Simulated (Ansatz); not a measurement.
An Ansatz input:

```yaml
crystal:
  lattice:
    - [4.5302708278, 0.0, 0.0]
    - [-2.2651354139, 3.9233296229, 0.0]
    - [0.0, 0.0, 5.937427725]
  atoms:
    - { symbol: Te, position: [0.2684005468, 1.0, 0.3333333333] }
    - { symbol: Te, position: [0.0, 0.2684005468, 0.6666666667] }
    - { symbol: Te, position: [0.7315994532, 0.7315994532, 0.0] }
hamiltonian:
  xc: pbe
  pseudopotentials:
    kind: paw
    azcp:
      Te: "pseudopotentials/Te.paw.azcp"
basis:
  ecutwfc: 420
  fft_grid_basis: typed
kpoints:
  mp_grid: { grid: [8, 8, 6], shift: [0, 0, 0] }
magnetization:
  spin_polarized: false
scf:
  occupations: { method: methfessel_paxton, width: 0.3 }
  lower_state_search: "off"
output:
  stress: true
```

Output

```
Engine: ansatz 0.2.0, x86_64-unknown-linux-gnu
Pseudopotentials: kind: paw
Pseudopotential: Te, paw, valence charge 16, recommended cutoff 420 eV (normal) 
Functional definition: PBE
  parameter kappa = 0.804
  parameter beta = 0.06672455060314922
  exchange = pbe_x(kappa = kappa, mu = beta*pi^2/3)
  correlation = pbe_c(beta = beta)
Crystal: 3 atoms, lattice volume = 105.530 Å³
Basis set: ecut = 420 eV, 2077 PW (Γ)
Bands: 28, of which v1, the nominal top of the filled ones, is band 24 counted from 1 (23 counted from 0)
Symmetry: 6 space group operations
Space group: P3121 (ITA 152), of the structure as read, at distance tolerance 4.7e-5 Å
k-points: 50 of 384 (time reversal used)
Non-local potential: Te, projectors of the file, l = 0: 2, l = 1: 2, l = 2: 2, l = 3: 2
PAW form: soft (Blöchl's): semilocal exchange-correlation on the pseudo side does not see the compensation charge
PAW one-centre angular grid: Te, 590 points (default); XC on 64 Gauss nodes
Initial density: superposition of atomic densities (neutral atoms: chi_scale 0, normalization atom), corrected by the library's trained network
Initial wavefunctions: pseudopotential atomic-orbital guess
Functional: x = pbe(κ = 0.804, μ = 0.2195149727645171), c = pbe(β = 0.06672455060314922)
SCF iter   1: F=—  HF=-20939.870656 eV  |F-HF|=—  |Δ(HF+E_count)|=         —  Δρ=1.18e-3  dr2=9.08e-4  ethr=1.77e-3  ⟨swp⟩=6.4  Hψ=5823  notcnv=0
SCF iter   2: F=—  HF=-20939.868911 eV  |F-HF|=—  |Δ(HF+E_count)|=   1.75e-3  S|Δr|=    0.00e0  Δρ=6.89e-4  dr2=3.16e-4  ethr=1.89e-6  ⟨swp⟩=3.0  Hψ=3307  notcnv=0
SCF iter   3: F=—  HF=-20939.869251 eV  |F-HF|=—  |Δ(HF+E_count)|=   3.40e-4  S|Δr|=    0.00e0  Δρ=3.55e-4  dr2=9.11e-5  ethr=6.59e-7  ⟨swp⟩=3.0  Hψ=2702  notcnv=0
SCF iter   4: F=—  HF=-20939.869423 eV  |F-HF|=—  |Δ(HF+E_count)|=   1.72e-4  S|Δr|=    0.00e0  Δρ=6.39e-5  dr2=3.69e-6  ethr=1.90e-7  ⟨swp⟩=2.0  Hψ=1863  notcnv=0
SCF iter   5: F=—  HF=-20939.869426 eV  |F-HF|=—  |Δ(HF+E_count)|=   3.35e-6  S|Δr|=    0.00e0  Δρ=2.53e-5  dr2=5.70e-7  ethr=7.68e-9  ⟨swp⟩=2.0  Hψ=2603  notcnv=0
SCF iter   6: F=-20939.869427 eV  HF=-20939.869427 eV  |F-HF|=1.08e-8  |Δ(HF+E_count)|=   8.74e-8  S|Δr|=    0.00e0  Δρ=6.37e-6  dr2=5.72e-8  ethr=2.08e-10  ⟨swp⟩=5.0  Hψ=5329  notcnv=0
SCF 1 converged in 6 iterations: F = -20939.869427 eV  dr2 = 5.72e-8
SCF converged after 6 iterations
Stability not checked: this state was not tested for a lower state beside it, because cold or Methfessel-Paxton smearing, or corrected tetrahedra, fill the levels in a way that the test cannot read (fill_not_monotonic; see scf.lower_state_search)
Free energy (F): -20939.869427 eV
Harris-Foulkes:  -20939.869427 eV  (|F-HF|=1.08e-8)
Internal energy: -20939.885242 eV  (E = F + TS)
E sigma→0 (E₀):  -20939.873381 eV
Entropy (-TS):   0.015816 eV (5.272 meV/atom)
Fermi energy:    8.654503 eV
Step filling:    the computed levels leave a gap of 0.4646 eV = 1.5 smearing widths at the electron count; against every level under it full and every level over it empty, smearing changes F+E_penalty+E_count by +5.213 meV and its σ→0 estimate by +1.259 meV
--- Per-component energies (eV) ---
  E_band       = -820.061280
  E_kinetic    = 538.959616
  E_local      = -3922.888440  (includes V_loc(G=0)·N_el)
  E_nonlocal   = -931.381722
  E_hartree    = 2471.980760
  E_xc         = -371.609588
  E_vxc        = -310.544741  (∫ρ·V_xc dr)
  E_paw        = -13985.895856  (= ΣΔE_a)
  E_vpaw       = -1138.167806  (= ΣTr[D̂ρ^β])
  E_aug_tail   = -0.000586  (compensation charges beyond the density's cutoff)
  E_ewald      = -4739.049427
  E_smearing   = 0.015816  (= −TS)
  E_closure    = 0.000000  (closes the sum)
  Σ components = -20939.869427   (vs F -20939.869427, Δ=0.00e0)
--- Stress (GPa, compression-positive) ---
       -0.060037       0.000000       0.000000
        0.000000      -0.060037       0.000000
        0.000000       0.000000      -0.006807
  P = ⅓ Tr σ = -0.0423 GPa (-0.423 kbar)
```

Command:

```sh
ansatz run input.yaml --threads 1 --pin off --max-ram 3584MiB --backend cpu --events-out ev --progress --plain --runs-dir out
```

On 1 thread of Intel(R) Xeon(R) Platinum 8259CL CPU @ 2.50GHz (Skylake/Cascade Lake) (shared host) this took about 11 s of wall time and 11 s of CPU time.
